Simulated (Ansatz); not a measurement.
# SiO2: the cost of one run

Computed with Ansatz 0.2.0 (DFT PBE, PAW, plane waves, scalar-relativistic, unless a step's input says otherwise).

1 further run of the same task is left out (it didn't finish). Runs told in other sessions of the task aren't counted.

**1. The system as given**

Symmetry: I-42d, No. 122, tetragonal system. Conventional cell: a = 4.748 Å, b = 4.748 Å, c = 7.488 Å, α = 90.00°, β = 90.00°, γ = 90.00°. Around Si (site symmetry -4) lie 4 O at 1.62 Å. O (site symmetry 2) has 2 Si at 1.62 Å in its first shell of neighbours.

As a file:

```
CELL_PARAMETERS angstrom
-2.37405 2.37405 3.74400
2.37405 -2.37405 3.74400
2.37405 2.37405 -3.74400
ATOMIC_POSITIONS crystal
Si 0.00000 0.00000 0.00000
Si 0.75000 0.25000 0.50000
O 0.99838 0.62500 0.87338
O 0.37500 0.24838 0.37338
O 0.75162 0.12500 0.12662
O 0.87500 0.00162 0.62662
```

In tables a label like O6 counts atoms in the order of input.yaml; a structure file may count by element.

After the default run come: Gaussian smearing, width 0.3 eV; Fermi–Dirac width 0.001 eV, no switch to direct minimisation; Anderson, β 1.0, history 2, no preconditioner; MSR1 mixing, preconditioner Kerker; Broyden, β 0.3, preconditioner Kerker scaled by the density of states; direct minimisation; cold smearing, width 0.05 eV; 2 bands beyond the filled ones.

The search for lower states is off throughout, and inputs that name a mixer don't switch to direct minimisation unless they say so. Spin polarisation is off.

**2. Default SCF settings**

input.yaml

```yaml
crystal:
  lattice:
    - [-2.37405, 2.37405, 3.744]
    - [2.37405, -2.37405, 3.744]
    - [2.37405, 2.37405, -3.744]
  atoms:
    - { symbol: Si, position: [0.0, 0.0, 0.0] }
    - { symbol: Si, position: [0.75, 0.25, 0.5] }
    - { symbol: O, position: [0.99838, 0.625, 0.87338] }
    - { symbol: O, position: [0.375, 0.24838, 0.37338] }
    - { symbol: O, position: [0.75162, 0.125, 0.12662] }
    - { symbol: O, position: [0.875, 0.00162, 0.62662] }
hamiltonian:
  xc: pbe
  pseudopotentials: { kind: paw }
basis:
  ecutwfc: 420
kpoints:
  mp_grid: { grid: [5, 5, 6] }
scf:
  occupations: { method: fermi_dirac, width: 0.02 }
  lower_state_search: "off"
output:
  forces: true
  stress: true
  write_density: true
  write_potential: true
  elf: true
  volumetric_format: npy
```

Run with:

```
ansatz run input.yaml --threads 2 --pin off --max-ram 5120MiB --backend cpu --events-out ev --progress --plain --runs-dir out
```

Q: Estimate wall time and peak memory on 2 threads of Intel Xeon 6975P-C (Granite Rapids), shared host.

About 3 s, with a peak of 0.38 GiB.
